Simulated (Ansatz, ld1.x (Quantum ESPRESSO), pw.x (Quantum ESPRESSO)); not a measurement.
## H: does the RRKJ potential hold in the solid?

ld1.x (Quantum ESPRESSO) 7.5 input, shortened:

```
&input
   title='H', zed=1., rel=1, dft='PBE', iswitch=3,
   config='1s1 2p-2'
 /
 &inputp
   pseudotype=2, tm=.false., lloc=0,
   nlcc=.false.
 /
2
2P  2  1  -2.00   0.45  1.20  1.20  0.0
1S  1  0   1.00   0.00  1.50  1.50  0.0
 &test
   configts(1)='1s1'
 /
```

Crystal test: fcc H in pw.x 7.5, no spin, 18³ k-points, Fermi–Dirac smearing 0.01 Ry, cutoffs 40/160 Ry. The reference is all-electron LAPW (Ansatz 0.2.0) with the same functional, mesh and smearing; V0 and B0 come from Birch–Murnaghan fits to the pressures at five volumes. Errors are pseudo minus all-electron; Δ is the rms difference of the E(V) curves that follow from these fits, minima aligned, over ±6 % about the mean V0. Mesh and smearing are coarse, so the numbers serve the comparison and aren't converged zero-temperature values; the lattice is a test structure that the element need not adopt.

| V (Å³/atom) | P all-electron (GPa) | P pseudo (GPa) |
| --- | --- | --- |
| 2.826 | 5.78 | 7.86 |
| 2.901 | 2.63 | 4.57 |
| 2.975 | -0.20 | 1.61 |
| 3.049 | -2.74 | -1.05 |
| 3.124 | -5.03 | -3.45 |

All-electron: a0 = 2.282 Å (V0 = 2.97 Å³/atom), B0 = 107.9 GPa.

Pseudopotential: mean pressure error (GPa): +1.82; a0 (Å): 2.294; a0 error (%): +0.55; B0 error (%): -0.8; Δ (meV/atom): 1.2. This is a poor potential for the solid.

At the middle volume, how do free energy and pressure move when the wave cutoff is lowered (ecutrho kept at four times it)?

```tsv
cutoff (Ry)	shift of F (meV/atom)	shift of P (GPa)
18	+92.2	-12.04
24	+18.9	-4.20
32	+1.5	-0.57
```

Input at the middle volume:

```
&control
  calculation='scf', prefix='x', pseudo_dir='./', outdir='./tmp', tstress=.true., disk_io='none'
/
&system
  ibrav=0, nat=1, ntyp=1, ecutwfc=40, ecutrho=160, nbnd=7,
  occupations='smearing', smearing='fd', degauss=0.01
/
&electrons
  conv_thr=1e-09, mixing_beta=0.4, electron_maxstep=70
/
ATOMIC_SPECIES
H 1.0 H.UPF
CELL_PARAMETERS angstrom
  0.00000000 1.14152561 1.14152561
  1.14152561 0.00000000 1.14152561
  1.14152561 1.14152561 0.00000000
ATOMIC_POSITIONS crystal
H 0.0000 0.0000 0.0000
K_POINTS automatic
18 18 18 0 0 0
```

```bash
pw.x < H.scf.in > H.scf.out
```

Lines of the output:

```
Message from routine setup:
     using ibrav=0 with symmetry is DISCOURAGED, use correct ibrav instead
     lattice parameter (alat)  =       3.0507  a.u.
     unit-cell volume          =      20.0763 (a.u.)^3
     number of electrons       =         1.00
     number of Kohn-Sham states=            7
     kinetic-energy cutoff     =      40.0000  Ry
     charge density cutoff     =     160.0000  Ry
     scf convergence threshold =      1.0E-09
     Exchange-correlation= PBE
     number of k points=   195  Fermi-Dirac smearing, width (Ry)=  0.0100
     iteration #  1     ecut=    40.00 Ry     beta= 0.40
     total energy              =      -1.07238652 Ry
     estimated scf accuracy    <       0.00000505 Ry
     iteration #  2     ecut=    40.00 Ry     beta= 0.40
     total energy              =      -1.07239069 Ry
     estimated scf accuracy    <       0.00000191 Ry
     iteration #  3     ecut=    40.00 Ry     beta= 0.40
     the Fermi energy is     3.8354 ev
!    total energy              =      -1.07239082 Ry
     estimated scf accuracy    <          4.9E-10 Ry
     smearing contrib. (-TS)   =      -0.00045425 Ry
     The total energy is F=E-TS. E is the sum of the following terms:
     one-electron contribution =       0.63784121 Ry
     hartree contribution      =       0.01706882 Ry
     xc contribution           =      -0.66414390 Ry
     ewald contribution        =      -1.06270271 Ry
     convergence has been achieved in   3 iterations
          total   stress  (Ry/bohr**3)                   (kbar)     P=       16.09
     Message from routine punch:
     Nothing written, as per user request (disk_io='none')
```

The run at the middle volume (195 k-points, 3 iterations) took about 1 s on one core of a shared host (Neoverse-V1, 64 threads, 503 GiB, load 14).
